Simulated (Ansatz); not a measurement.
# Cu under changes of volume

One of the cells (11.436 Å³/atom); the others are scaled copies at fixed shape and fractional positions:

```
Cu
1.0
     2.53410    0.00000    0.00000
    -1.26705    2.19459    0.00000
     0.00000    0.00000    4.11257
Cu
2
Cartesian
  1.2670 0.7315 3.0844
  0.0000 1.4631 1.0281
```

This isn't the form of Cu at room conditions, which is fcc.

```yaml
Program: Ansatz 0.2.0
Functional: r2SCAN
Potentials_or_basis: Ansatz PAW
Cutoff: "500 eV (not typed: the program's choice for these potentials)"
k_mesh: 12 × 12 × 7
Occupations: fermi-dirac, width 0.05 eV
Spin: no spin polarisation
```

| volume (Å³/atom) | energy over the lowest point (meV/atom) | pressure (GPa) |
| --- | --- | --- |
| 10.749 | ? | ? |
| 10.978 | 11.17 | 7.8 |
| 11.207 | 2.95 | 3.9 |
| 11.436 | 0.00 | 0.4 |
| 11.664 | 1.73 | -2.7 |
| 11.893 | 7.60 | -5.4 |
| 12.122 | 17.13 | -7.8 |

Question: What does the run at 10.749 Å³/atom give?

Answer: Energy over the lowest point 25.32 meV/atom; pressure 12.2 GPa.

Worked out: A Birch-Murnaghan fit of order 3 (a polynomial in V^(-2/3)) to the other rows has its minimum at 11.46 Å³/atom with B0 = V·E''(V) = 162 GPa and B' = 5.1 at fixed shape and positions, which overstates the stiffness. It gives 25.37 meV/atom at 10.749 Å³/atom, against the run's 25.32, and -dE/dV = 12.2 GPa, against 12.2.

Energies are extrapolated to zero smearing.

Caveats: the PAW data sets come from PBE, with cores solved anew for the run's functional, which leaves a small shift of forces and pressure.
